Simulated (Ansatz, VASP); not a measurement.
**Ge: VASP beside Ansatz**

Contents of INCAR:

```
SYSTEM = Ge
PREC = Accurate ; ENCUT = 520
EDIFF = 1E-6 ; ISMEAR = -1
SIGMA = 0.05 ; LREAL = .FALSE.
LASPH = .TRUE. ; NELM = 100
ALGO = Normal ; ISIF = 2
LWAVE = .FALSE. ; LCHARG = .FALSE.
GGA = PE ; NBANDS = 13
```

KPOINTS

```
regular mesh
0
G
  10 10 10
  0 0 0
```

Contents of POSCAR:

```
Ge
1.0
    2.6922783781      0.0000000000      0.0000000000
    0.0000000000      2.6922783781      0.0000000000
    0.0000000000      0.0000000000      2.6922783781
Ge
1
Direct
    0.0000000000      0.0000000000      0.0000000000
```

The input input.yaml:

```yaml
crystal:
  lattice:
    - [2.6922783781, 0.0, 0.0]
    - [0.0, 2.6922783781, 0.0]
    - [0.0, 0.0, 2.6922783781]
  atoms:
    - { symbol: Ge, position: [0.0, 0.0, 0.0] }
hamiltonian:
  xc: pbe
  pseudopotentials: { kind: paw }
kpoints:
  mp_grid: { grid: [10, 10, 10] }
scf:
  occupations: { method: fermi_dirac, width: 0.05 }
output:
  forces: true
  stress: true
  eigenvalues: true
```

The cell was built by a generator and needn't be a form met in nature.

Alike in both runs: task single point; functional PBE; k mesh 10 × 10 × 10; occupations fermi-dirac, width 0.05 eV; no spin polarisation.

```csv
,VASP,Ansatz
version,VASP 6.6.1,Ansatz 0.2.0
potentials or method,"VASP PAW PBE potentials, release 64 (Ge_d)",Ansatz PAW
plane-wave cutoff (eV),520,420
valence electrons in the cell,14,14
```

Ansatz gave:

| Property | Result |
| --- | --- |
| gap on the k mesh at the Fermi level (eV) | none |
| pressure (GPa) | 0.9 |

Problem. What did VASP give for the same quantities?

Solution. gap on the k mesh at the Fermi level (eV): none; pressure (GPa): 0.8.

A gap of «none» marks a metal or a gap that the smearing closes.
